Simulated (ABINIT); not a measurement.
# SiC (Moissanite 3C) (F-43m) in ABINIT: reference runs

How does SiC (Moissanite 3C) come out in PBE? The cell is run as given and disturbed.

All numbers are computed with ABINIT 10.8.3 (patched build); they aren't measurements. Logs are shortened: lines on timing, memory, paths and dates and some standing lists are left out, and cuts for length are marked. The log counts tension as positive stress, the text compression.

**The experiment to reproduce.**

“Insight into the structural, elastic and electronic properties of a new orthorhombic 6O-SiC polytype”, 2020, pmc:7200658 quotes, for a bulk crystal of SiC: band gap 2.4 eV (indirect).

The runs below are set against these values where they give the same quantity.

**1. The structure**

Symmetry: F-43m, No. 216, cubic system. The conventional cell has a = 4.358 Å, b = 4.358 Å, c = 4.358 Å, α = 90.00°, β = 90.00°, γ = 90.00°. Si (site symmetry -43m) has 4 C at 1.89 Å as nearest neighbours. C (site symmetry -43m) is surrounded by 4 Si at 1.89 Å.

**2. Single point, PBE**

File run.abi:

```
# Pseudopotentials
pp_dirpath "./"
pseudos "Si.GGA_PBE-JTH.xml, C.GGA_PBE-JTH.xml"

# Structure
structure "poscar:POSCAR"
natom 2

# Plane-wave basis
ecut 517.016339 eV
pawecutdg 38.0

# k points
kptopt 1
ngkpt 10 10 10
nshiftk 1
shiftk 0.0 0.0 0.0

# Exchange and correlation
ixc 11

# Bands and occupations
nband 8
occopt 3
tsmear 0.00183747

# SCF cycle
nstep 100
tolvrs 1.0e-9

# Output
iomode 3
prtwf 0
prtden 0
prteig 0
prtebands 0
enunit 2
```

File POSCAR:

```
SiC
1.0
    0.0000000000      2.1790000000      2.1790000000
    2.1790000000      0.0000000000      2.1790000000
    2.1790000000      2.1790000000      0.0000000000
Si C
1 1
Direct
    0.0000000000      0.0000000000      0.0000000000  Si
    0.7500000000      0.7500000000      0.7500000000  C
```

Potentials or basis: JTH PAW PBE v2.0.

On the command line:

```bash
> abinit run.abi > log 2>&1
```

run.abo:

```text
.Version 10.8.3 of ABINIT
 Symmetries : space group F-4 3 m (#216); Bravais cF (face-center cubic)
================================================================================
 Values of the parameters that define the memory need of the present run
     intxc =       0    ionmov =       0      iscf =      17    lmnmax =       8
     lnmax =       4     mgfft =      24  mpssoang =       2    mqgrid =    3001
     natom =       2  nloc_mem =       2    nspden =       1   nspinor =       1
    nsppol =       1      nsym =      24    n1xccc =       1    ntypat =       2
    occopt =       3   xclevel =       2
       mpw =         564          nfft =       13824          nkpt =          47
 PAW method is used; the additional fine FFT grid is defined by:
   mgfftf=        36    nfftf =     46656
================================================================================
================================================================================

--------------------------------------------------------------------------------
------------- Echo of variables that govern the present computation ------------
--------------------------------------------------------------------------------
 -outvars: echo values of preprocessed input variables --------
            acell      1.0000000000E+00  1.0000000000E+00  1.0000000000E+00 Bohr
              amu      2.80855000E+01  1.20110000E+01
             ecut      1.90000000E+01 Hartree
           enunit           2
              ixc          11
         kptrlatt       10    0    0      0   10    0      0    0   10
          kptrlen      5.82332589E+01
            natom           2
            nband           8
            ngfft          24      24      24
          ngfftdg          36      36      36
             nkpt          47
            nstep         100
             nsym          24
           ntypat           2
           occopt           3
        pawecutdg      3.80000000E+01 Hartree
         pawxcdev           0
           prtden           0
        prtebands           0
           prteig           0
            prtwf           0
            rprim      0.0000000000E+00  4.1177132284E+00  4.1177132284E+00
                       4.1177132284E+00  0.0000000000E+00  4.1177132284E+00
                       4.1177132284E+00  4.1177132284E+00  0.0000000000E+00
          spgroup         216
           tolvrs      1.00000000E-09
           tsmear      1.83747000E-03 Hartree
            typat      1  2
           useylm           1
           xangst      0.0000000000E+00  0.0000000000E+00  0.0000000000E+00
                       3.2685000000E+00  3.2685000000E+00  3.2685000000E+00
            xcart      0.0000000000E+00  0.0000000000E+00  0.0000000000E+00
                       6.1765698425E+00  6.1765698425E+00  6.1765698425E+00
             xred      0.0000000000E+00  0.0000000000E+00  0.0000000000E+00
                       7.5000000000E-01  7.5000000000E-01  7.5000000000E-01
            znucl       14.00000    6.00000

================================================================================

 chkinp: Checking input parameters for consistency.

================================================================================
== DATASET  1 ==================================================================

--- !DatasetInfo
iteration_state: {dtset: 1, }
dimensions: {natom: 2, nkpt: 47, mband: 8, nsppol: 1, nspinor: 1, nspden: 1, mpw: 564, }
cutoff_energies: {ecut:  19.0, pawecutdg:  38.0, }
electrons: {nelect:   8.00000000E+00, charge:   0.00000000E+00, occopt:   3.00000000E+00, tsmear:   1.83747000E-03, }
meta: {optdriver: 0, ionmov: 0, optcell: 0, iscf: 17, paral_kgb: 0, }
...

 Exchange-correlation functional for the present dataset will be:
  GGA: Perdew-Burke-Ernzerhof functional - ixc=11
  J.P.Perdew, K.Burke, M.Ernzerhof, PRL 77, 3865 (1996)

 Real(R)+Recip(G) space primitive vectors, cartesian coordinates (Bohr,Bohr^-1):
 R(1)=  0.0000000  4.1177132  4.1177132  G(1)= -0.1214266  0.1214266  0.1214266
 R(2)=  4.1177132  0.0000000  4.1177132  G(2)=  0.1214266 -0.1214266  0.1214266
 R(3)=  4.1177132  4.1177132  0.0000000  G(3)=  0.1214266  0.1214266 -0.1214266
 Unit cell volume ucvol=  1.3963629E+02 bohr^3
 Angles (23,13,12)=  6.00000000E+01  6.00000000E+01  6.00000000E+01 degrees

 Coarse grid specifications (used for wave-functions):

 getcut: wavevector=  0.0000  0.0000  0.0000  ngfft=  24  24  24
         ecut(hartree)=     19.000   => boxcut(ratio)=   2.10038

 Fine grid specifications (used for densities):

 getcut: wavevector=  0.0000  0.0000  0.0000  ngfft=  36  36  36
         ecut(hartree)=     38.000   => boxcut(ratio)=   2.22779

 getcut : COMMENT -
  Note that boxcut > 2.2 ; recall that boxcut=Gcut(box)/Gcut(sphere) = 2
  is sufficient for exact treatment of convolution.
  Such a large boxcut is a waste : you could raise ecut
[... 46 lines left out ...]
  sigma(1 1)= -9.21626983E-05  sigma(3 2)=  0.00000000E+00
  sigma(2 2)= -9.21626983E-05  sigma(3 1)=  0.00000000E+00
  sigma(3 3)= -9.21626983E-05  sigma(2 1)=  0.00000000E+00

--- !ResultsGS
iteration_state: {dtset: 1, }
comment   : Summary of ground state results
lattice_vectors:
- [  0.0000000,   4.1177132,   4.1177132, ]
- [  4.1177132,   0.0000000,   4.1177132, ]
- [  4.1177132,   4.1177132,   0.0000000, ]
lattice_lengths: [   5.82333,    5.82333,    5.82333, ]
lattice_angles: [ 60.000,  60.000,  60.000, ] # degrees, (23, 13, 12)
lattice_volume:   1.3963629E+02
convergence: {deltae: -2.670E-10, res2:  1.672E-10, residm:  6.376E-05, diffor: null, }
etotal    :  -9.74874017E+00
entropy   :   0.00000000E+00
fermie    :   3.10592356E-01
cartesian_stress_tensor: # hartree/bohr^3
- [ -9.21626983E-05,   0.00000000E+00,   0.00000000E+00, ]
- [  0.00000000E+00,  -9.21626983E-05,   0.00000000E+00, ]
- [  0.00000000E+00,   0.00000000E+00,  -9.21626983E-05, ]
pressure_GPa:   2.7115E+00
xred      :
- [  0.0000E+00,   0.0000E+00,   0.0000E+00, Si]
- [  7.5000E-01,   7.5000E-01,   7.5000E-01,  C]
cartesian_forces: # hartree/bohr
- [  4.90438213E-29,  -1.63479404E-29,  -1.63479404E-29, ]
- [ -4.90438213E-29,   1.63479404E-29,   1.63479404E-29, ]
force_length_stats: {min:   5.42199845E-29, max:   5.42199845E-29, mean:   5.42199845E-29, }
...

 Integrated electronic density in atomic spheres:
 ------------------------------------------------
 Atom  Sphere_radius  Integrated_density
    1        1.90945          1.69149177
    2        1.50737          2.56287115

================================================================================

 ----iterations are completed or convergence reached----

 Mean square residual over all n,k,spin=   34.024E-08; max=  63.758E-06
 reduced coordinates (array xred) for    2 atoms
       0.000000000000      0.000000000000      0.000000000000
       0.750000000000      0.750000000000      0.750000000000
 rms dE/dt=  3.6459E-28; max dE/dt=  5.3853E-28; dE/dt below (all hartree)
    1       0.000000000000      0.000000000000     -0.000000000000
    2       0.000000000000      0.000000000000     -0.000000000000

 cartesian coordinates (angstrom) at end:
    1      0.00000000000000     0.00000000000000     0.00000000000000
    2      3.26850000000000     3.26850000000000     3.26850000000000

 cartesian forces (hartree/bohr) at end:
    1      0.00000000000000    -0.00000000000000    -0.00000000000000
    2     -0.00000000000000     0.00000000000000     0.00000000000000
 frms,max,avg= 3.1303923E-29 4.9043821E-29   0.000E+00  0.000E+00  0.000E+00 h/b

 cartesian forces (eV/Angstrom) at end:
    1      0.00000000000000    -0.00000000000000    -0.00000000000000
    2     -0.00000000000000     0.00000000000000     0.00000000000000
 frms,max,avg= 1.6097124E-27 2.5219347E-27   0.000E+00  0.000E+00  0.000E+00 e/A
 length scales=  1.000000000000  1.000000000000  1.000000000000 bohr
              =  0.529177210544  0.529177210544  0.529177210544 angstroms
 Fermi (or HOMO) energy (hartree) =   0.31059   Average Vxc (hartree)=  -0.42067
 Eigenvalues (hartree) for nkpt=  47  k points:
 kpt#   1, nband=  8, wtk=  0.00100, kpt=  0.0000  0.0000  0.0000 (reduced coord)
  -0.28224    0.28489    0.28489    0.28489    0.51213    0.55206    0.55206    0.55206
      occupation numbers for kpt#   1
   2.00000    2.00000    2.00000    2.00000    0.00000    0.00000    0.00000    0.00000
 prteigrs : prtvol=0 or 1, do not print more k-points.

 Fermi (or HOMO) energy (eV) =   8.45165   Average Vxc (eV)= -11.44707
 Eigenvalues (   eV  ) for nkpt=  47  k points:
 kpt#   1, nband=  8, wtk=  0.00100, kpt=  0.0000  0.0000  0.0000 (reduced coord)
  -7.68010    7.75220    7.75220    7.75220   13.93580   15.02244   15.02244   15.02244
 prteigrs : prtvol=0 or 1, do not print more k-points.

--- !EnergyTerms
iteration_state     : {dtset: 1, }
comment             : Components of total free energy in Hartree
kinetic             :  5.07439842093417E+00
hartree             :  1.17242986950822E+00
xc                  : -4.62216015356386E+00
Ewald energy        : -1.04656108775139E+01
psp_core            :  5.21729746801474E-01
local_psp           : -4.02191720322415E+00
PAW spherical_terms :  2.59239100744503E+00
internal            : -9.74873918961298E+00
'-kT*entropy'       : -5.87949221466626E-10
total_energy        : -9.74873919020093E+00
total_energy_eV     : -2.65276707515889E+02
...

--- !EnergyTermsDC
iteration_state     : {dtset: 1, }
comment             : '"Double-counting" decomposition of free energy'
band_energy         :  5.39653052412478E-01
Ewald energy        : -1.04656108775139E+01
psp_core            :  5.21729746801474E-01
xc_dc               : -1.75509021139544E+00
PAW spherical_terms :  1.41057811759557E+00
internal            : -9.74874017209979E+00
'-kT*entropy'       : -5.87949221466626E-10
total_energy_dc     : -9.74874017268774E+00
total_energy_dc_eV  : -2.65276734250718E+02
...

--- !EnergyTermsWithPAWCore
iteration_state     : {dtset: 1, }
comment             : 'Components of total free energy, including PAW core contributions'
Total energy        : -3.28154817945555E+02
Total energy DC     : -3.28154818928041E+02
Total energy (eV)   : -8.92954749959606E+03
Total energy DC (eV): -8.92954752633089E+03
...

 Cartesian components of stress tensor (hartree/bohr^3)
  sigma(1 1)= -9.21626983E-05  sigma(3 2)=  0.00000000E+00
  sigma(2 2)= -9.21626983E-05  sigma(3 1)=  0.00000000E+00
  sigma(3 3)= -9.21626983E-05  sigma(2 1)=  0.00000000E+00

-Cartesian components of stress tensor (GPa)         [Pressure=  2.7115E+00 GPa]
- sigma(1 1)= -2.71152020E+00  sigma(3 2)=  0.00000000E+00
- sigma(2 2)= -2.71152020E+00  sigma(3 1)=  0.00000000E+00
- sigma(3 3)= -2.71152020E+00  sigma(2 1)=  0.00000000E+00

== END DATASET(S) ==============================================================
================================================================================

 -outvars: echo values of variables after computation  --------
            acell      1.0000000000E+00  1.0000000000E+00  1.0000000000E+00 Bohr
           etotal     -9.7487401727E+00
            fcart      4.9043821300E-29 -1.6347940433E-29 -1.6347940433E-29
                      -4.9043821300E-29  1.6347940433E-29  1.6347940433E-29
            rprim      0.0000000000E+00  4.1177132284E+00  4.1177132284E+00
                       4.1177132284E+00  0.0000000000E+00  4.1177132284E+00
                       4.1177132284E+00  4.1177132284E+00  0.0000000000E+00
           strten     -9.2162698301E-05 -9.2162698301E-05 -9.2162698301E-05
                       0.0000000000E+00  0.0000000000E+00  0.0000000000E+00
           xangst      0.0000000000E+00  0.0000000000E+00  0.0000000000E+00
                       3.2685000000E+00  3.2685000000E+00  3.2685000000E+00
             xred      0.0000000000E+00  0.0000000000E+00  0.0000000000E+00
                       7.5000000000E-01  7.5000000000E-01  7.5000000000E-01
 Calculation completed.
```

Run time: 8.4 s. Hardware: 1 thread of Arm Neoverse V1, shared host; peak memory 0.09 GiB.

Results:

```
Free energy                                           : -265.2767 eV
Pressure                                              : 2.7 GPa
Band gap on the k mesh                                : 1.36 eV, indirect (least direct gap 4.57 eV)
Valence electrons inside the program's atomic spheres : Si 1.69; C 2.56
```

**3. Single point, PBE**

File run.py:

```python
import json, os
import numpy as np
from ase.units import GPa
from ase.calculators.abinit import Abinit, AbinitProfile
from ase.io import read

atoms = read('SiC.cif')

profile = AbinitProfile(command='abinit', pp_paths=[os.path.abspath('pseudos')])
params = dict(
    pps='pawxml', xc='PBE',
    ecut=517.0163,
    pawecutdg=1034.0327,
    kptopt=1,
    ngkpt=[10, 10, 10],
    nshiftk=1,
    shiftk=[0.0, 0.0, 0.0],
    ixc=11,
    nband=8,
    occopt=3,
    tsmear=0.05,
    nstep=100,
    tolvrs=1e-09,
    prtwf=0,
    prtden=0,
)

atoms.calc = Abinit(profile=profile, directory='run', **params)
energy = atoms.get_potential_energy()
forces = atoms.get_forces()
stress = atoms.get_stress()
print(f'energy {energy:.6f} eV')
print('forces (eV/A)')
print(np.round(forces, 5))
print('stress (GPa, Voigt, tension positive)', np.round(stress / GPa, 4))
json.dump(dict(energy=energy, forces=forces.tolist(), stress=stress.tolist(), cell=atoms.cell.tolist(), frac=atoms.get_scaled_positions(wrap=False).tolist()), open('results.json', 'w'))
```

File SiC.cif:

```cif
data_SiC
_cell_length_a 3.08157135
_cell_length_b 3.08157135
_cell_length_c 3.08157135
_cell_angle_alpha 60.00000000
_cell_angle_beta 60.00000000
_cell_angle_gamma 60.00000000
_space_group_name_H-M_alt 'P1'
_space_group_name_Hall 'P 1'
_space_group_IT_number 1
loop_
_space_group_symop_operation_xyz
'x,y,z'
loop_
_atom_site_label
_atom_site_type_symbol
_atom_site_symmetry_multiplicity
_atom_site_Wyckoff_symbol
_atom_site_fract_x
_atom_site_fract_y
_atom_site_fract_z
_atom_site_occupancy
Si1 Si 1 a 0.0000000000 0.0000000000 0.0000000000 1
C1 C 1 a 0.7500000000 0.7500000000 0.7500000000 1
```

Potentials or basis: JTH PAW PBE v2.0.

On the command line:

```bash
> python run.py
```

What it wrote:

```text
energy -265.276708 eV
forces (eV/A)
[[ 0. -0. -0.]
 [-0.  0.  0.]]
stress (GPa, Voigt, tension positive) [-2.7115 -2.7115 -2.7115  0.      0.      0.    ]
```

abinit.in:

```text
ecut 517.0163 eV
ixc 11
kptopt 1
natom 2
nband 8
ngkpt
10 10 10
nshiftk 1
nsppol 1
nstep 100
occopt 3
pawecutdg 1034.0327 eV
prtden 0
prtwf 0
shiftk
0.0 0.0 0.0
tolvrs 1e-09
tsmear 0.05 eV
#Definition of the unit cell
acell
1.00000000000000 1.00000000000000 1.00000000000000 Angstrom
rprim
3.08157135000000 0.00000000000000 0.00000000000000
1.54078567500000 2.66871907267431 0.00000000000000
1.54078567500000 0.88957302422477 2.51609247115984
chkprim 0 # Allow non-primitive cells
#Definition of the atom types
ntypat 2
znucl 6 14
#Enumerate different atomic species
typat
 2 1
pseudos "./pseudos/C.GGA_PBE-JTH.xml,
./pseudos/Si.GGA_PBE-JTH.xml"
#Definition of the atoms
xcart
0.00000000000000 0.00000000000000 0.00000000000000
8.73498883308836 5.04314815415194 3.56604425832926
chkexit 1 # abinit.exit file in the running directory terminates after the current SCF
```

abinit.abo:

```text
.Version 10.8.3 of ABINIT
 Symmetries : space group F-4 3 m (#216); Bravais cF (face-center cubic)
================================================================================
 Values of the parameters that define the memory need of the present run
     intxc =       0    ionmov =       0      iscf =      17    lmnmax =       8
     lnmax =       4     mgfft =      24  mpssoang =       2    mqgrid =    3001
     natom =       2  nloc_mem =       2    nspden =       1   nspinor =       1
    nsppol =       1      nsym =      24    n1xccc =       1    ntypat =       2
    occopt =       3   xclevel =       2
       mpw =         564          nfft =       13824          nkpt =          47
 PAW method is used; the additional fine FFT grid is defined by:
   mgfftf=        36    nfftf =     46656
================================================================================
================================================================================

--------------------------------------------------------------------------------
------------- Echo of variables that govern the present computation ------------
--------------------------------------------------------------------------------
 -outvars: echo values of preprocessed input variables --------
            acell      1.8897261259E+00  1.8897261259E+00  1.8897261259E+00 Bohr
              amu      1.20110000E+01  2.80855000E+01
          chkexit           1
          chkprim           0
             ecut      1.89999986E+01 Hartree
              ixc          11
         kptrlatt       10    0    0      0   10    0      0    0   10
          kptrlen      5.82332589E+01
[... 212 lines left out ...]
internal            : -9.74874017206962E+00
'-kT*entropy'       : -5.87931407666331E-10
total_energy_dc     : -9.74874017265755E+00
total_energy_dc_eV  : -2.65276734249896E+02
...

--- !EnergyTermsWithPAWCore
iteration_state     : {dtset: 1, }
comment             : 'Components of total free energy, including PAW core contributions'
Total energy        : -3.28154817945521E+02
Total energy DC     : -3.28154818928011E+02
Total energy (eV)   : -8.92954749959515E+03
Total energy DC (eV): -8.92954752633007E+03
...

 Cartesian components of stress tensor (hartree/bohr^3)
  sigma(1 1)= -9.21627161E-05  sigma(3 2)=  0.00000000E+00
  sigma(2 2)= -9.21627161E-05  sigma(3 1)=  0.00000000E+00
  sigma(3 3)= -9.21627161E-05  sigma(2 1)=  0.00000000E+00

-Cartesian components of stress tensor (GPa)         [Pressure=  2.7115E+00 GPa]
- sigma(1 1)= -2.71152072E+00  sigma(3 2)=  0.00000000E+00
- sigma(2 2)= -2.71152072E+00  sigma(3 1)=  0.00000000E+00
- sigma(3 3)= -2.71152072E+00  sigma(2 1)=  0.00000000E+00

== END DATASET(S) ==============================================================
================================================================================

 -outvars: echo values of variables after computation  --------
            acell      1.8897261259E+00  1.8897261259E+00  1.8897261259E+00 Bohr
           etotal     -9.7487401727E+00
            fcart      6.9358437288E-29 -1.3348037480E-29 -1.2270034162E-28
                      -6.9358437288E-29  1.3348037480E-29  1.2270034162E-28
            rprim      3.0815713500E+00  0.0000000000E+00  0.0000000000E+00
                       1.5407856750E+00  2.6687190727E+00  0.0000000000E+00
                       1.5407856750E+00  8.8957302422E-01  2.5160924712E+00
           strten     -9.2162716144E-05 -9.2162716144E-05 -9.2162716144E-05
                       0.0000000000E+00  0.0000000000E+00  0.0000000000E+00
           xangst      0.0000000000E+00  0.0000000000E+00  0.0000000000E+00
                       4.6223570250E+00  2.6687190727E+00  1.8870693534E+00
             xred      0.0000000000E+00  0.0000000000E+00  0.0000000000E+00
                       7.5000000000E-01  7.5000000000E-01  7.5000000000E-01
 Calculation completed.
```

Wall time 9.1 s (1 thread of Arm Neoverse V1, shared host); peak memory 0.08 GiB.

Results:

| Property | Result |
| --- | --- |
| Free energy | -265.2767 eV |
| Pressure | 2.7 GPa |
| Band gap on the k mesh | 1.36 eV, indirect (least direct gap 4.57 eV) |
| Valence electrons inside the program's atomic spheres | Si 1.69; C 2.56 |

Levels at points of the mesh, in eV from the valence-band top:
```
           k point  band 1  band 2  band 3  band 4  band 5  band 6  band 7  band 8
(0.00, 0.00, 0.00)  -15.43    0.00    0.00    0.00    6.18    7.27    7.27    7.27
(0.50, 0.00, 0.00)  -11.87   -8.56   -1.07   -1.07    5.42    7.24    7.24   10.05
(0.50, 0.50, 0.00)  -10.41   -7.83   -3.21   -3.21    1.36    4.32   14.10   14.10
```

(Continued in part 2 of 2.)
